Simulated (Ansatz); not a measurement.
**GaSb under changes of volume**

One of the cells (28.625 Å³/atom); the others are scaled copies at fixed shape and fractional positions:

```xyz
2
Lattice="0.0000 3.0590 3.0590 3.0590 0.0000 3.0590 3.0590 3.0590 0.0000" Properties=species:S:1:pos:R:3 pbc="T T T"
Sb    4.5885    4.5885    4.5885
Ga    0.0000    0.0000    0.0000
```

| Item | Value |
| --- | --- |
| Program | Ansatz 0.2.0 |
| Functional | r2SCAN |
| Potentials or basis | Ansatz PAW |
| Cutoff | 500 eV (not typed: the program's choice for these potentials) |
| k mesh | 8 × 8 × 8 |
| Occupations | fermi-dirac, width 0.05 eV |
| Spin | no spin polarisation |

| volume (Å³/atom) | energy over the lowest point (meV/atom) | pressure (GPa) | gap on the mesh (eV) |
| --- | --- | --- | --- |
| 26.907 | 23.90 | 4.3 | 0.85 |
| 27.480 | 11.15 | 2.8 | 0.78 |
| 28.052 | 3.36 | 1.5 | 0.62 |
| 28.625 | 0.00 | 0.4 | 0.47 |
| 29.197 | 0.61 | -0.7 | 0.32 |
| 29.770 | 4.74 | -1.6 | 0.17 |
| 30.342 | ? | ? | ? |

What does the run at 30.342 Å³/atom give?

Energy over the lowest point 11.94 meV/atom; pressure -2.4 GPa; gap on the mesh none.

Worked out: A Birch-Murnaghan fit of order 3 (a polynomial in V^(-2/3)) to the other rows has its minimum at 28.82 Å³/atom with B0 = V·E''(V) = 54 GPa and B' = 4.7. It gives 12.03 meV/atom at 30.342 Å³/atom, against the run's 11.94, and -dE/dV = -2.5 GPa, against -2.4.

Energies are extrapolated to zero smearing.

Caveats: the PAW data sets come from PBE, with cores solved anew for the run's functional, which leaves a small shift of forces and pressure; spin-orbit coupling is left out, which moves the levels of the heavy elements (some runs).

A mesh can miss the band edges.

A gap of «none» marks a metal or a gap under the smearing width.
